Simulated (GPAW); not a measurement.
# TiO2 (1T monolayer): G0W0 on several meshes in GPAW

Aim: the GW shift of TiO2 (1T monolayer) against the k mesh.

Program: GPAW 26.7.0. Level of theory: PBE and many-body steps on it, plane waves. Results are calculated unless marked as measured.

## (1) The structure

The cell holds 3 atoms: 1 Ti and 2 O. Cell: a = 2.984 Å, b = 2.984 Å, c = 13.600 Å, α = 90.0°, β = 90.0°, γ = 120.0°. Vacuum lies along c.

As a file:

```
Ti O
1.0
     2.98421    0.00000    0.00000
    -1.49211    2.58440    0.00000
     0.00000    0.00000   13.60000
Ti O
1 2
Cartesian
  0.0000 0.0000 6.8000
  0.0000 1.7229 7.7712
  1.4921 0.8615 5.8288
```

The structure was relaxed with PBE. The runs that relaxed it are not among those shown.

## (2) Empty states on the mesh, 12×12×1 mesh, 180 bands

This step: GPAW 26.7.0; DFT, PBE, plane waves, PAW.

The sums over transitions need many empty states on a uniform mesh; this step solves for them.

The input, run.py:

```python
import json
import numpy as np
from gpaw.mpi import world
from gpaw import GPAW

calc = GPAW('gs.gpw').fixed_density(kpts={'size': (12, 12, 1), 'gamma': True},
    nbands=210,
    convergence={'bands': 180},
    txt='nscf.txt')
calc.write('full.gpw', mode='all')
res = {}
kpts = calc.get_ibz_k_points()
res['kpts'] = kpts
res['eigenvalues'] = [calc.get_eigenvalues(kpt=k) for k in range(len(kpts))]
res['n_electrons'] = calc.get_number_of_electrons()

if world.rank == 0:
    with open('result.json', 'w') as f:
        json.dump(res, f, default=lambda x: x.tolist())
```

The run is started by

```sh
$ mpirun -n 8 gpaw python run.py
```

Numbers of over 12 decimals in the logs are rounded to 6 here.

The program printed:

```text
Diagonalizing LCAO Hamiltonian
Converting LCAO to pw mode
convergence criteria:
- Maximum integral of absolute [eigenst]ate change: 4e-08 eV^2 / valence electron
maximum number of iterations: 100

SCF iterations
|iter     |     time |      energy | eigst |  dens |
|iter:   1|  |             | +4.50 |       |
|iter:   2|  |             | +3.29 |       |
|iter:   3|  |             | +2.16 |       |
[...]
|iter:  14|  |             | -6.99 |       |
|iter:  15|  |             | -7.29 |       |
|iter:  16|  |             | -7.77c|       |
SCF steps: 16
  __  _  _
 | _ |_)|_||  |
 |__||  | ||/\| - 26.7.0

Input parameters:
  mode=PW(ecut=600.0),
  convergence={'bands': 180},
  gpts=array([18, 18, 80]),
  kpts=MonkhorstPack(size=(12, 12, 1), gamma=True),
  maxiter=100,
  nbands=210,
  occupations=Occupations(name='fermi-dirac', width=0.001, fixmagmom=False),
  parallel={},
  xc=XC(name='PBE')
# Writing to full.gpw (mode='all')
  [... matrices ...]

timing:  # [seconds]
  Total: 0.203  # ━━━━━━━━━━━━━━━━━━━━━━━━━━━━━━━━━━━━━━━━━━━━━━━━━━━━━━━━━━━
```

Wall time 99 s (8 MPI ranks of Arm Neoverse V1, shared host); peak memory 1.7 GiB.

Numbers from this step:

| Quantity | Value |
| --- | --- |
| gap | 2.750 eV |
| k of the valence top | 0.3333, -0.1667, 0 |
| k of the conduction bottom | 0, 0, 0 |
| least direct gap | 2.901 eV |
| k points computed | 19 |
| lowest point of the top converged band, above the valence top | 79.5670 eV |

On this mesh the gap is 2.750 eV.

## (3) 12×12×1

G0W0 replaces the xc potential by the self-energy, built once from these orbitals. Only a window of levels is corrected, while the sums run over the empty bands that the input names.

This step: G0W0 on PBE, plane waves, PAW.

The input, run.py:

```python
import json
import numpy as np
from gpaw.mpi import world
from gpaw.response.g0w0 import G0W0

gw = G0W0('full.gpw',
    filename='gw',
    kpts=[0, 6],
    bands=(10, 14),
    ecut=48,
    nbands=79,
    truncation='2D',
    integrate_gamma='sphere',
    q0_correction=True,
    frequencies={'type': 'nonlinear', 'domega0': 0.15, 'omega2': 15.0},
    eta=0.1,
    nblocksmax=True)
gw.calculate()
res = {mode: {k: v for k, v in r.items() if k != 'sigma_eskwn'}
       for mode, r in gw.all_results.items()}

if world.rank == 0:
    with open('result.json', 'w') as f:
        json.dump(res, f, default=lambda x: x.tolist())
```

The run is started by

```sh
$ mpirun -n 8 gpaw python run.py
```

The program printed:

```text
Using integrator: PointIntegrator
NonLinearFrequencyDescriptor(from 0.000 to 103.845 eV, 180 points)
Nonperiodic BCs:  [False False  True]
Using integrator: PointIntegrator
NonLinearFrequencyDescriptor(from 0.000 to 103.845 eV, 180 points)
Nonperiodic BCs:  [False False  True]
Applying analytical 2D correction to W:
    Evaluating Gamma point contribution to W on a 15x15x1 grid
  ___  _ _ _
 |   || | | |
 | | || | | |
 |__ ||_____|
 |___|

BZ k-points: Symmetries present (total): 12

  [... matrices ...]
144 k-points: 12 x 12 x 1 Monkhorst-Pack grid + [1/24,1/24,0.000000]
19 k-points in the irreducible part of the Brillouin zone
       k-points in crystal coordinates                weights
   0:    -0.00000000   -0.00000000    0.00000000          1/144
   1:     0.08333333   -0.00000000    0.00000000          6/144
   2:     0.16666667   -0.08333333    0.00000000          6/144
   3:     0.16666667   -0.00000000    0.00000000          6/144
   4:     0.25000000   -0.08333333    0.00000000         12/144
   5:     0.25000000   -0.00000000    0.00000000          6/144
   6:     0.33333333   -0.16666667    0.00000000          6/144
   7:     0.33333333   -0.08333333    0.00000000         12/144
   8:     0.33333333   -0.00000000    0.00000000          6/144
   9:     0.33333333    0.33333333    0.00000000          2/144
          ...
  18:     0.50000000    0.50000000    0.00000000          3/144

Distributing spins, k-points and bands (1 x 2 x 4) over 1 process
Number of blocks: 8

Quasi particle states:
k-points (IBZ indices): [0, 6]
Band range: (10, 14)
  [... matrices ...]
Computational parameters:
Plane wave cut-off: 48 eV
Number of bands: 79
Coulomb cutoff: 2D
Broadening: 0.1 eV

fxc modes: GW
Kernel: RPA
Using full-frequency real axis integration
Summing all q:

Calculating screened Coulomb potential
2D Coulomb truncation
NonLinearFrequencyDescriptor(from 0.000 to 103.845 eV, 180 points)
Removing empty qpoint cache files...

Calculating chi0 body with:
    Ground state adapter containing:
    Number of spins: 1
    Number of kpoints: 144
    Number of irreducible kpoints: 19
    Number of completely occupied states: 12
    Number of partially occupied states: 12
    Occupied states memory: 4.74609375 M / cpu

    Linear response parametrization:
    q_c: [-2.0816681711721685e-17, -2.0816681711721685e-17, 0.0]
    Number of frequency points: 180
    Planewave cutoff: 48.0
    Number of bands: 79
    Number of planewaves: 81
    Broadening (eta): 0.1
    comm.size: 8
    kncomm.size: 1
    blockcomm.size: 8

    Memory estimate of potentially large arrays:
        chi0_wGG: 2.252541 M / cpu
Integrating chi0 body.

Symmetries of q_c:
    Direct symmetries (Uq -> q): 12
    Indirect symmetries (TUq -> q): 0
In total 12 allowed symmetries.

  [... matrices ...]
19 groups of equivalent kpoints. 86.805556% reduction.

Integral kind: spectral function
Integrating chi0 head and wings.

Symmetries of q_c:
    Direct symmetries (Uq -> q): 12
    Indirect symmetries (TUq -> q): 0
In total 12 allowed symmetries.

  [... matrices ...]
19 groups of equivalent kpoints. 86.805556% reduction.

Integral kind: spectral function wings

Calculating chi0 body with:
    Ground state adapter containing:
    Number of spins: 1
    Number of kpoints: 144
    Number of irreducible kpoints: 19
    Number of completely occupied states: 12
    Number of partially occupied states: 12
[... the further q-points ...]

Results:
f:      Occupation numbers
eps:     KS-eigenvalues [eV]
vxc:     KS vxc [eV]
exx:     Exact exchange [eV]
sigma:   Self-energies [eV]
dsigma:  Self-energy derivatives
Z:       Renormalization factors
qp:      QP-energies [eV]

k-point 0 (0): (-0.000, -0.000, 0.000)                GW
band       f     eps     vxc     exx   sigma  dsigma       Z      qp
                                                                   GW
  10   1.000  -4.544 -21.470 -26.085   4.181  -0.369   0.731  -4.860
  11   1.000  -4.544 -21.470 -26.085   4.181  -0.369   0.731  -4.860
  12   0.000  -1.642 -22.057 -13.537  -5.096  -0.380   0.725   0.839
  13   0.000  -1.642 -22.057 -13.537  -5.096  -0.380   0.725   0.839

k-point 1 (6): (0.333, -0.167, 0.000)                GW
band       f     eps     vxc     exx   sigma  dsigma       Z      qp
                                                                   GW
  10   1.000  -5.857 -20.569 -25.022   4.037  -0.406   0.711  -6.154
  11   1.000  -4.393 -20.939 -25.759   4.327  -0.383   0.723  -4.748
  12   0.000  -0.949 -22.390 -13.721  -5.243  -0.411   0.709   1.478
  13   0.000  -0.828 -22.526 -14.671  -4.552  -0.405   0.712   1.522
```

Wall time 3.4 min (8 MPI ranks); peak memory 3.8 GiB; 27 min of CPU time.

Numbers from this step:

```yaml
g0w0_gap_on_the_points_computed: 5.588 eV
least_direct_g0w0_gap_on_the_computed_points: 5.700 eV
z_at_the_valence_top: 0.7233
z_at_the_conduction_bottom: 0.7248
starting_gap_on_the_mesh: 2.750 eV
k_of_the_valence_top: 0.3333, -0.1667, 0
k_of_the_conduction_bottom: 0, 0, 0
```

The gap on the mesh goes from 2.75 eV to 5.59 eV, a correction of +2.84 eV.

## (4) Empty states on the mesh, 9×9×1 mesh, 89 bands

This step: DFT, PBE, plane waves, PAW.

The input, run.py:

```python
import json
import numpy as np
from gpaw.mpi import world
from gpaw import GPAW

calc = GPAW('gs.gpw').fixed_density(kpts={'size': (9, 9, 1), 'gamma': True},
    nbands=103,
    convergence={'bands': 89},
    txt='nscf.txt')
calc.write('full.gpw', mode='all')
res = {}
kpts = calc.get_ibz_k_points()
res['kpts'] = kpts
res['eigenvalues'] = [calc.get_eigenvalues(kpt=k) for k in range(len(kpts))]
res['n_electrons'] = calc.get_number_of_electrons()

if world.rank == 0:
    with open('result.json', 'w') as f:
        json.dump(res, f, default=lambda x: x.tolist())
```

The run is started by

```sh
$ mpirun -n 8 gpaw python run.py
```

The program printed:

```text
Diagonalizing LCAO Hamiltonian
Converting LCAO to pw mode
convergence criteria:
- Maximum integral of absolute [eigenst]ate change: 4e-08 eV^2 / valence electron
maximum number of iterations: 100

SCF iterations
|iter     |     time |      energy | eigst |  dens |
|iter:   1|  |             | +4.06 |       |
|iter:   2|  |             | +2.73 |       |
|iter:   3|  |             | +1.61 |       |
[...]
|iter:  11|  |             | -6.69 |       |
|iter:  12|  |             | -7.29 |       |
|iter:  13|  |             | -7.93c|       |
SCF steps: 13
  __  _  _
 | _ |_)|_||  |
 |__||  | ||/\| - 26.7.0

Input parameters:
  mode=PW(ecut=600.0),
  convergence={'bands': 89},
  gpts=array([18, 18, 80]),
  kpts=MonkhorstPack(size=(9, 9, 1), gamma=True),
  maxiter=100,
  nbands=103,
  occupations=Occupations(name='fermi-dirac', width=0.001, fixmagmom=False),
  parallel={},
  xc=XC(name='PBE')
# Writing to full.gpw (mode='all')
  [... matrices ...]

timing:  # [seconds]
  Total: 0.159  # ━━━━━━━━━━━━━━━━━━━━━━━━━━━━━━━━━━━━━━━━━━━━━━━━━━━━━━━━━━━
```

Run time: 22 s. Hardware: 8 MPI ranks; peak memory 1.5 GiB.

This step gave:

* gap: 2.777 eV
* k of the valence top: 0.3333, -0.1111, 0
* k of the conduction bottom: 0, 0, 0
* least direct gap: 2.901 eV
* k points computed: 12
* lowest point of the top converged band, above the valence top: 46.82 eV

On this mesh the gap is 2.777 eV.

## (5) 9×9×1

This step: G0W0 on PBE, plane waves, PAW.

The input, run.py:

```python
import json
import numpy as np
from gpaw.mpi import world
from gpaw.response.g0w0 import G0W0

gw = G0W0('full.gpw',
    filename='gw',
    kpts=[0, 4],
    bands=(10, 14),
    ecut=48,
    nbands=79,
    truncation='2D',
    integrate_gamma='sphere',
    q0_correction=True,
    frequencies={'type': 'nonlinear', 'domega0': 0.15, 'omega2': 15.0},
    eta=0.1,
    nblocksmax=True)
gw.calculate()
res = {mode: {k: v for k, v in r.items() if k != 'sigma_eskwn'}
       for mode, r in gw.all_results.items()}

if world.rank == 0:
    with open('result.json', 'w') as f:
        json.dump(res, f, default=lambda x: x.tolist())
```

The run is started by

```sh
$ mpirun -n 8 gpaw python run.py
```

The program printed:

```text
Using integrator: PointIntegrator
NonLinearFrequencyDescriptor(from 0.000 to 103.845 eV, 180 points)
Nonperiodic BCs:  [False False  True]
Using integrator: PointIntegrator
NonLinearFrequencyDescriptor(from 0.000 to 103.845 eV, 180 points)
Nonperiodic BCs:  [False False  True]
Applying analytical 2D correction to W:
    Evaluating Gamma point contribution to W on a 19x19x1 grid
  ___  _ _ _
 |   || | | |
 | | || | | |
 |__ ||_____|
 |___|

BZ k-points: Symmetries present (total): 12

  [... matrices ...]
81 k-points: 9 x 9 x 1 Monkhorst-Pack grid
12 k-points in the irreducible part of the Brillouin zone
       k-points in crystal coordinates                weights
   0:     0.00000000    0.00000000    0.00000000          1/81
   1:     0.11111111    0.00000000    0.00000000          6/81
   2:     0.22222222   -0.11111111    0.00000000          6/81
[...]
9:     0.44444444    0.00000000    0.00000000          6/81
          ...
  11:     0.44444444    0.44444444    0.00000000          6/81

Distributing spins, k-points and bands (1 x 2 x 4) over 1 process
Number of blocks: 8

Quasi particle states:
k-points (IBZ indices): [0, 4]
Band range: (10, 14)
  [... matrices ...]
Computational parameters:
Plane wave cut-off: 48 eV
Number of bands: 79
Coulomb cutoff: 2D
Broadening: 0.1 eV

fxc modes: GW
Kernel: RPA
Using full-frequency real axis integration
Summing all q:

Calculating screened Coulomb potential
2D Coulomb truncation
NonLinearFrequencyDescriptor(from 0.000 to 103.845 eV, 180 points)
Removing empty qpoint cache files...

Calculating chi0 body with:
    Ground state adapter containing:
    Number of spins: 1
    Number of kpoints: 81
    Number of irreducible kpoints: 12
    Number of completely occupied states: 12
[...]
q_c: [0.0, 0.0, 0.0]
    Number of frequency points: 180
    Planewave cutoff: 48.0
    Number of bands: 79
    Number of planewaves: 81
    Broadening (eta): 0.1
    comm.size: 8
    kncomm.size: 1
    blockcomm.size: 8

    Memory estimate of potentially large arrays:
        chi0_wGG: 2.252541 M / cpu
Integrating chi0 body.

Symmetries of q_c:
    Direct symmetries (Uq -> q): 12
    Indirect symmetries (TUq -> q): 0
In total 12 allowed symmetries.

  [... matrices ...]
12 groups of equivalent kpoints. 85.185185% reduction.

Integral kind: spectral function
Integrating chi0 head and wings.

Symmetries of q_c:
    Direct symmetries (Uq -> q): 12
    Indirect symmetries (TUq -> q): 0
In total 12 allowed symmetries.

  [... matrices ...]
12 groups of equivalent kpoints. 85.185185% reduction.

Integral kind: spectral function wings

Calculating chi0 body with:
    Ground state adapter containing:
    Number of spins: 1
    Number of kpoints: 81
    Number of irreducible kpoints: 12
    Number of completely occupied states: 12
    Number of partially occupied states: 12
    Occupied states memory: 4.74609375 M / cpu

[... the further q-points ...]

Results:
f:      Occupation numbers
eps:     KS-eigenvalues [eV]
vxc:     KS vxc [eV]
exx:     Exact exchange [eV]
sigma:   Self-energies [eV]
dsigma:  Self-energy derivatives
Z:       Renormalization factors
qp:      QP-energies [eV]

k-point 0 (0): (0.000, 0.000, 0.000)                GW
band       f     eps     vxc     exx   sigma  dsigma       Z      qp
                                                                   GW
  10   1.000  -4.544 -21.470 -26.087   4.130  -0.366   0.732  -4.900
  11   1.000  -4.544 -21.470 -26.087   4.130  -0.366   0.732  -4.900
  12   0.000  -1.642 -22.057 -13.536  -5.045  -0.375   0.727   0.886
[...]
k-point 1 (4): (0.333, -0.111, 0.000)                GW
band       f     eps     vxc     exx   sigma  dsigma       Z      qp
                                                                   GW
[...]
12   0.000  -1.062 -22.072 -13.969  -4.757  -0.392   0.719   1.342
  13   0.000  -0.742 -22.847 -14.351  -4.991  -0.433   0.698   1.704
```

The job ended after 80 s (8 MPI ranks; peak memory 3 GiB; 11 min of CPU time).

This step gave:

```yaml
g0w0_gap_on_the_points_computed: 5.701 eV
least_direct_g0w0_gap_on_the_computed_points: 5.785 eV
z_at_the_valence_top: 0.7249
z_at_the_conduction_bottom: 0.7272
starting_gap_on_the_mesh: 2.777 eV
k_of_the_valence_top: 0.3333, -0.1111, 0
k_of_the_conduction_bottom: 0, 0, 0
```

Against G0W0 in GPAW (12×12×1 mesh, 79 bands, screening to 48 eV, full frequency, Hilbert transform), the gap moves by +0.113 eV.

## (6) Side by side

Times are wall times on 8 MPI ranks of Arm Neoverse V1, shared host, good to a factor of about two.

| run | mesh | bands | screening cutoff (eV) | DFT gap (eV) | gap on the mesh (eV) | direct (eV) | time |
| --- | --- | --- | --- | --- | --- | --- | --- |
| 12×12×1 | 12×12×1 | 79 | 48 | 2.750 | 5.588 | 5.700 | 3.4 min |
| 9×9×1 | 9×9×1 | 79 | 48 | 2.777 | 5.701 | 5.785 | 80 s |

## (7) Results

```
12×12×1      : 5.588 eV
9×9×1        : 5.701 eV
known limits : not at the basis limit
```

In words: 9×9×1: +0.113 eV against 12×12×1, +0.026 eV of it in the start. Bands and cutoff are finite, so the gap is not at the basis limit. The miss can reach some tenths of an eV and take either sign; the mesh is an error of its own. These stock PAW sets were not made for GW. In the G0W0 runs levels were corrected at 2 k points alone, so a gap called «on the mesh» is the least over those, and an edge elsewhere would be missed.

[Paths, hosts, dates, memory and timing lines, banners, echoed tables and standing remarks are left out of the program output.]

[Logs are printed without paths, hosts, clocks, repeated set-up lines and the standing remarks that a program may print on its own settings, such as how far it seeks lower states.]

[Runs of the session that timed out or met a known fault of the program may be left out.]

[Hosts, paths, dates, database ids (printed as entryN), source tags and the programs' standing remarks are cut or masked in the printed files.]
